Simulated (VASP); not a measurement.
Here is a VASP 6.6.1 calculation.

The input INCAR:

```
PREC = Accurate ; ENCUT = 600
EDIFF = 1E-7 ; ISMEAR = 0
SIGMA = 0.03 ; LREAL = False
LASPH = True ; NELM = 80
ALGO = Normal ; ISIF = 3
LWAVE = False ; LCHARG = False
GGA = CA ; IBRION = 2
NSW = 90 ; EDIFFG = -0.005
```

The input KPOINTS:

```
regular mesh
0
Gamma
  8 8 8
```

The input POSCAR:

```
ZnSe                                    
1.0
   -0.0000000000      2.7882745086      2.7882745086
    2.7882745086     -0.0000000000      2.7882745086
    2.7882745086      2.7882745086      0.0000000000
  Zn              Se            
     1     1
Direct
     0.0000000000000000    0.0000000000000000    0.0000000000000000
     0.2500000000000000    0.2500000000000000    0.2500000000000000
```

Potentials or basis: VASP PAW LDA potentials, release 64 (Zn, Se).

Run with:

```bash
$ cat potpaw_LDA.64/Zn/POTCAR potpaw_LDA.64/Se/POTCAR > POTCAR
$ mpirun -np 1 vasp_std > vasp.out
```

(1) Predict the band gap on the k mesh.

## Answers

(1) 1.27 eV, direct.

Caveat: the relaxation stopped at its first step, so nothing moved.
